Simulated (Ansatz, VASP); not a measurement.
## One calculation of N, two programs

File INCAR:

```
SYSTEM = N
PREC = Accurate
ENCUT = 520
EDIFF = 1E-6
ISMEAR = 0
SIGMA = 0.05
LREAL = .FALSE.
LASPH = .TRUE.
NELM = 80
ALGO = Normal
ISIF = 2
LWAVE = .FALSE.
LCHARG = .TRUE.
GGA = PS
LELF = .TRUE.
LVHAR = .TRUE.
NBANDS = 18
```

The input KPOINTS:

```
regular mesh
0
G
  6 6 4
  0 0 0
```

POSCAR

```
N
1.0
    4.0005434982      0.0000000000      0.0000000000
   -2.0002717491      3.4645722984      0.0000000000
    0.0000000000      0.0000000000      7.0060035100
N
4
Direct
    0.3333333333      0.6666666667      0.3289300400
    0.3333333333      0.6666666667      0.1710699600
    0.6666666667      0.3333333333      0.8289300400
    0.6666666667      0.3333333333      0.6710699600
```

Input for Ansatz:

```yaml
crystal:
  lattice:
    - [4.0005434982, 0.0, 0.0]
    - [-2.0002717491, 3.4645722984, 0.0]
    - [0.0, 0.0, 7.00600351]
  atoms:
    - { symbol: "N", position: [0.3333333333, 0.6666666667, 0.32893004] }
    - { symbol: "N", position: [0.3333333333, 0.6666666667, 0.17106996] }
    - { symbol: "N", position: [0.6666666667, 0.3333333333, 0.82893004] }
    - { symbol: "N", position: [0.6666666667, 0.3333333333, 0.67106996] }
basis:
  ecutwfc: 420
kpoints:
  mp_grid: { grid: [6, 6, 4] }
hamiltonian:
  xc: pbesol
scf:
  occupations: { method: gaussian, width: 0.05 }
output:
  forces: true
  stress: true
  eigenvalues: true
```

Change from the starting cell: strain -0.040 along x and y, +0.000 along z, atoms carried along.

Alike in both runs: task single point; functional PBEsol; k mesh 6 × 6 × 4; occupations gaussian, width 0.05 eV; no spin polarisation.

|  | VASP | Ansatz |
| --- | --- | --- |
| version | VASP 6.6.1 | Ansatz 0.2.0 |
| potentials or method | VASP PAW PBE potentials, release 64 (N) | scalar-relativistic, plane waves, PAW |
| plane-wave cutoff (eV) | 520 | 420 |
| valence electrons in the cell | 20 | 20 |

Ansatz gave:

```
gap on the k mesh at the Fermi level (eV)       : 6.91
least direct gap on the mesh (eV)               : 7.21
pressure (GPa)                                  : -0.7
largest component of the traceless stress (GPa) : 1.98
rms of the force components (eV/Å)              : 0.484
```

Q: Estimate VASP's values.

A: gap on the k mesh at the Fermi level (eV): 6.86; least direct gap on the mesh (eV): 7.16; pressure (GPa): 1.2; largest component of the traceless stress (GPa): 2.16; rms of the force components (eV/Å): 0.514.

Atom by atom the forces differ by 0.998 eV/Å (rms over components).

Caveats: the standard files for N, O and F lose accuracy on very short bonds; the PAW data sets were made with another functional, which shifts forces and pressure a little (VASP). A k mesh can miss the band edges.
